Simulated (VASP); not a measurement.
# BaTiO₃, relaxation of the cell: which settings are enough?

BaTiO₃, Pm-3m (no. 221), 5 atoms in the cell. AM05; PAW potentials Ba_sv, Ti_sv, O (PBE set). VASP 6.6.1.

Wanted: cell volume within 0.2 %; lattice lengths within 0.1 %; shortest distances from each atom, periodic images included within 0.005 Å.

What the run is for: cell; Accuracy asked: standard.

The series start from Plane-wave cutoff (eV): 600; k-point mesh: 5 × 5 × 5; Relaxation passes: 2; Ionic threshold (EDIFFG): -0.005; Electronic threshold (eV): 1e-6; Precision mode (PREC): Accurate; Relaxation algorithm: IBRION=2 POTIM=0.5. Each series keeps the choices made before it, and each single choice may use up half of a tolerance. Times cover all steps of a run.

## Plane-wave cutoff (eV)

| Plane-wave cutoff (eV) | Cell volume (Å³) | Lattice lengths, largest deviation against the largest value | Shortest distances from each atom, periodic images included, largest deviation (Å) | Time (s) |
|---|---|---|---|---|
| 400 | 61.82 | 0.9 % | 0.0255 | 59 |
| 460 | 63.19 | 0.18 % | 0.0050 | 50 |
| 520 | 63.5 | 0.015 % | 0.0004 | 47 |
| 600 | 63.44 | 0.046 % | 0.0013 | 54 |
| 700 | 63.44 | 0.046 % | 0.0013 | 71 |
| 840 (reference) | 63.53 | 0 % | 0.0000 | 92 |

Chosen: 840; the next looser run is off by more than half of the tolerance, so convergence isn't shown beyond this value.

## k-point mesh

| k-point mesh | Cell volume (Å³) | Lattice lengths, largest deviation against the largest value | Shortest distances from each atom, periodic images included, largest deviation (Å) | Time (s) |
|---|---|---|---|---|
| 3 × 3 × 3 | 63.63 | 0.058 % | 0.0016 | 61 |
| 4 × 4 × 4 | 63.54 | 0.0093 % | 0.0003 | 86 |
| 5 × 5 × 5 | 63.53 | 0.003 % | 0.0001 | 92 |
| 6 × 6 × 6 | 63.53 | 0.0015 % | 0.0000 | 124 |
| 7 × 7 × 7 (reference) | 63.52 | 0 % | 0.0000 | 113 |

Chosen: 4 × 4 × 4, the loosest value from which every tighter one stays within half of the tolerance.

## Relaxation passes

| Relaxation passes | Cell volume (Å³) | Lattice lengths, largest deviation against the largest value | Shortest distances from each atom, periodic images included, largest deviation (Å) | Time (s) |
|---|---|---|---|---|
| 1 | 63.54 | 0 % | 0.0000 | 70 |
| 2 | 63.54 | 0 % | 0.0000 | 86 |
| 3 (reference) | 63.54 | 0 % | 0.0000 | 106 |

Chosen: 1.

## Ionic threshold (EDIFFG)

| Ionic threshold (EDIFFG) | Cell volume (Å³) | Lattice lengths, largest deviation against the largest value | Shortest distances from each atom, periodic images included, largest deviation (Å) | Time (s) |
|---|---|---|---|---|
| -0.05 | 63.54 | 0.004 % | 0.0001 | 70 |
| -0.02 | 63.54 | 0.004 % | 0.0001 | 62 |
| -0.01 | 63.54 | 0.004 % | 0.0001 | 57 |
| -0.005 | 63.54 | 0.004 % | 0.0001 | 70 |
| -0.002 (reference) | 63.55 | 0 % | 0.0000 | 116 |

Chosen: -0.05.

## Electronic threshold (eV)

| Electronic threshold (eV) | Cell volume (Å³) | Lattice lengths, largest deviation against the largest value | Shortest distances from each atom, periodic images included, largest deviation (Å) | Time (s) |
|---|---|---|---|---|
| 0.0001 | 63.56 | 0.0083 % | 0.0002 | 48 |
| 1e-5 | 63.55 | 0.0013 % | 0.0000 | 51 |
| 1e-6 | 63.54 | 0.0015 % | 0.0000 | 70 |
| 1e-7 (reference) | 63.54 | 0 % | 0.0000 | 63 |

Chosen: 0.0001.

## Precision mode (PREC)

| Precision mode (PREC) | Cell volume (Å³) | Lattice lengths, largest deviation against the largest value | Shortest distances from each atom, periodic images included, largest deviation (Å) | Time (s) |
|---|---|---|---|---|
| Normal | 63.56 | 0.00025 % | 0.0000 | 25 |
| Accurate (reference) | 63.56 | 0 % | 0.0000 | 48 |

Chosen: Normal.

## Relaxation algorithm

| Relaxation algorithm | Cell volume (Å³) | Lattice lengths, largest deviation against the largest value | Shortest distances from each atom, periodic images included, largest deviation (Å) | Time (s) |
|---|---|---|---|---|
| IBRION=2 POTIM=0.5 | 63.56 | 0 % | 0.0000 | 25 |
| IBRION=2 POTIM=0.2 | 63.41 | 0.077 % | 0.0022 | 30 |
| IBRION=1 POTIM=0.5 | 63.52 | 0.02 % | 0.0006 | 30 |
| IBRION=1 POTIM=0.2 | 63.41 | 0.077 % | 0.0022 | 30 |

Chosen: IBRION=2 POTIM=0.5; no other choice that stays within half of the tolerance saves 30 % of the time.

## All choices together

| Input | Cell volume (Å³) | Lattice lengths, largest deviation against the largest value | Shortest distances from each atom, periodic images included, largest deviation (Å) | Time (s) |
|---|---|---|---|---|
| the program's defaults (naive) | 61.91 | 0.86 % | 0.0242 | 15 |
| chosen settings | 63.56 | 0.017 % | 0.0005 | 25 |
| reference settings throughout | 63.53 | 0 % | 0.0000 | 149 |

The chosen settings stay within the tolerance of the reference run, but the reference itself isn't shown to be converged in: Plane-wave cutoff (eV).

Values of the reference run: Lattice lengths: 3.99, 3.99, 3.99 Å.

## The input

INCAR.step1:
```
SYSTEM = BaTiO3
GGA      = AM             ! functional
ISMEAR   = 0              ! smearing method
SIGMA    = 0.03           ! smearing width, eV
LWAVE    = .FALSE.        ! write WAVECAR
LCHARG   = .FALSE.        ! write CHGCAR
NSW      = 80             ! ionic steps
PREC     = Normal         ! precision mode
LASPH    = .TRUE.         ! aspherical terms in the spheres
LREAL    = .FALSE.        ! projectors in reciprocal space
ALGO     = Normal         ! electronic algorithm
EDIFF    = 1E-4           ! SCF threshold, eV
NELM     = 120            ! most SCF steps
GGA_COMPAT= .FALSE.      
IBRION   = 2              ! ionic algorithm
ISIF     = 3              ! what is computed and relaxed
EDIFFG   = -0.05          ! ionic threshold
NELMIN   = 4            
ENCUT    = 840            ! plane-wave cutoff, eV
EFERMI   = MIDGAP       
KPAR     = 2            
POTIM    = 0.5            ! step
```

INCAR.step2, as INCAR.step1 but for:
```
- NSW = 80
- IBRION = 2
- ISIF = 3
- EDIFFG = -0.05
- NELMIN = 4
- POTIM = 0.5
+ ISIF = 2
```

KPOINTS:
```
Automatic mesh
0
Gamma
  4 4 4
  0 0 0
```

POSCAR.step1:
```
BaTiO3
1.0
    4.0060000000      0.0000000000      0.0000000000
    0.0000000000      4.0060000000      0.0000000000
    0.0000000000      0.0000000000      4.0060000000
Ba Ti O
1 1 3
Direct
    0.5000000000      0.5000000000      0.5000000000
    0.0000000000      0.0000000000      0.0000000000
    0.0000000000      0.0000000000      0.5000000000
    0.0000000000      0.5000000000      0.0000000000
    0.5000000000      0.0000000000      0.0000000000
```

Commands (each step's output is kept before the next begins):
```
cat potpaw_PBE.64/Ba_sv/POTCAR potpaw_PBE.64/Ti_sv/POTCAR potpaw_PBE.64/O/POTCAR > POTCAR
cp INCAR.step1 INCAR
cp POSCAR.step1 POSCAR
mpirun -np 2 vasp_std > vasp.out
cp CONTCAR POSCAR
cp INCAR.step2 INCAR
mpirun -np 2 vasp_std > vasp.out
```

The chosen input took VASP 6.6.1 25 s on 2 cores (AMD EPYC 9R45 (Zen 5)), a shared host.

## An input that fails: cell relaxed at a low cutoff

It runs to its end, but against the unchanged starting input it is off by 17 % in the cell volume, 6.1 % in the lattice lengths, 0.1717 Å in the shortest distances from each atom, periodic images included.

Changes against the starting input:
```
(all steps)
- PREC = Accurate
- NELM = 120
- ENCUT = 600
+ PREC = Low
+ NELM = 63
+ ENCUT = 280
```
